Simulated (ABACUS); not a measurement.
A run of ABACUS 3.10.1 is set up as follows.

File INPUT:

```
INPUT_PARAMETERS
suffix              MgO
calculation         nscf
basis_type          lcao
pseudo_dir          ./
orbital_dir         ./
symmetry            -1
dft_functional      pz
ecutwfc             100.0
pseudo_rcut         10
nspin               1
nbands              18
ks_solver           genelpa
smearing_method     fd
smearing_sigma      0.00367493
scf_thr             1e-07
scf_nmax            100
mixing_type         broyden
mixing_beta         0.7
init_chg            file
out_band            1
```

File STRU:

```
ATOMIC_SPECIES
Mg 24.3050 Mg.upf
O 15.9990 O.upf

NUMERICAL_ORBITAL
Mg_confined-atom_8au_3s2p1d.orb
O_confined-atom_6au_2s2p1d.orb

LATTICE_CONSTANT
1.8897261246

LATTICE_VECTORS
0.0000000000 2.0970013927 2.0970013927
2.0970013927 0.0000000000 2.0970013927
2.0970013927 2.0970013927 0.0000000000

ATOMIC_POSITIONS
Direct

Mg
0.0
1
0.0000000000 0.0000000000 0.0000000000 1 1 1

O
0.0
1
0.5000000000 0.5000000000 0.5000000000 1 1 1
```

File KPT:

```
K_POINTS
12
Line
0.00000000 0.00000000 0.00000000 10 // G
0.50000000 0.00000000 0.50000000 10 // X
0.50000000 0.25000000 0.75000000 10 // W
0.37500000 0.37500000 0.75000000 10 // K
0.00000000 0.00000000 0.00000000 10 // G
0.50000000 0.50000000 0.50000000 10 // L
0.62500000 0.25000000 0.62500000 10 // U
0.50000000 0.25000000 0.75000000 10 // W
0.50000000 0.50000000 0.50000000 10 // L
0.37500000 0.37500000 0.75000000 1 // K
0.62500000 0.25000000 0.62500000 10 // U
0.50000000 0.00000000 0.50000000 1 // X
```

Potentials or basis: PseudoDojo NC SR 0.4.1 LDA standard, DZP LCAO (the cutoffs set its grid).

Launch:

```sh
$ OMP_NUM_THREADS=1 mpirun -np 4 abacus > log
```

(1) Estimate the band gap along the path.

## Answers

(1) 4.78 eV, direct.

Caveat: the atomic orbitals were generated for these runs and aren't a published set; the density is read from an earlier self-consistent run, whose mesh may be coarse; the basis of atomic orbitals isn't converged, which shifts pressures, moduli and gaps.

**Measured values to compare with.**

“Electronic structure of alkaline earth and post-transition metal oxides”, 2009, arxiv:0908.1581 quotes, for a bulk crystal of MgO: band gap 7.83 eV.

Against the measured gap of MgO, 7.83 eV (quoted in “Electronic structure of alkaline earth and post-transition metal oxides”, 2009, arxiv:0908.1581), the calculated 4.78 eV is off by -3.05 eV. The value is that of LDA in an atomic basis (PseudoDojo NC SR 0.4.1 LDA standard, DZP LCAO (the cutoffs set its grid)), whose error adds to the functional's,, without temperature or zero-point motion. Semilocal functionals fall short of measured gaps as a rule. The cell is a database's relaxed one, not the measured one, which moves gaps too.
